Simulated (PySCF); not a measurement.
Calculated NMR parameters of phenol

- Formula: C6H6O
- SMILES: Oc1ccccc1
- InChI: InChI=1S/C6H6O/c7-6-4-2-1-3-5-6/h1-5,7H
- Point group of the computed structure: Cs
- Degrees of unsaturation: 4
- Carbon signals: 4
- Proton signals: 4

Bonds (- single, = double, # triple, : aromatic): O1-C2 1.361 Å, C2:C3 1.392 Å, C3:C4 1.381 Å, C4:C5 1.386 Å, C5:C6 1.383 Å, C6:C7 1.384 Å, C7:C2 1.390 Å. O1 carries H8; C3 carries H9; C4 carries H10; C5 carries H11; C6 carries H12; C7 carries H13.

- GIAO PBE0/pcSseg-1 shieldings
- geometry: GFN2-xTB
- program: PySCF 2.14
- fast rotation and ring inversion assumed for equivalent nuclei, one computed conformer, no relativistic terms, gas phase

Referencing at the same level of theory: ¹H, ¹³C vs TMS; ¹⁷O vs H2O.

| carbon | δC, type | δH (multiplicity) | HMBC from (2–3 bonds) | span of the C tensor (ppm) |
| --- | --- | --- | --- | --- |
| C2 | 163.8, C | – | H10/H12, H9/H13 | 192 |
| C3/C7 | 118.7, CH | 6.95 (d) | H10/H12, H11, H9/H13 | 182 |
| C4/C6 | 135.3, CH | 7.53 (m) | H10/H12, H11, H9/H13 | 235 |
| C5 | 124.8, CH | 7.11 (t) | H10/H12, H9/H13 | 224 |

Other nuclei:
```
atoms  nucleus                       environment  δ (ppm)  σ (ppm)
   H8       ¹H  hydrogen on a phenol-type oxygen     4.22    27.50
   O1      ¹⁷O                phenol-type oxygen    126.6    209.5
```

Carbon types of the structure: 1 × C, 5 × CH, leaving 1 H on heteroatoms. δC 163.8: aromatic carbon bearing oxygen; σ withdrawal by the attached heteroatom moves it downfield of the ring CH carbons. δC 135.3, 124.8, 118.7: aromatic CH. δH 7.53, 7.11, 6.95: hydrogen on an aromatic CH. δH 4.22: hydrogen on a phenol-type oxygen; exchangeable; this is the value without hydrogen bonding to other molecules.

OH/NH shifts are gas-phase values; hydrogen bonding in solution moves them, usually downfield. Shifts are as computed. Against solution values, carbons near 30 ppm lie about +3 ppm off and those near 130 ppm about +5 ppm. Of 1211 compounds with measured shifts, 218 miss one by over three times the rms of a fit or turn the order of signals round; such compounds aren't used in these exercises. Experimental scales use liquid or dissolved standards, which lie at an offset from isolated H2O (liquid H2O: subtract about 36 ppm). Multiplicities follow the n + 1 count of equivalent neighbours, as no J values were calculated; m marks all less simple cases, F and P coupling included.
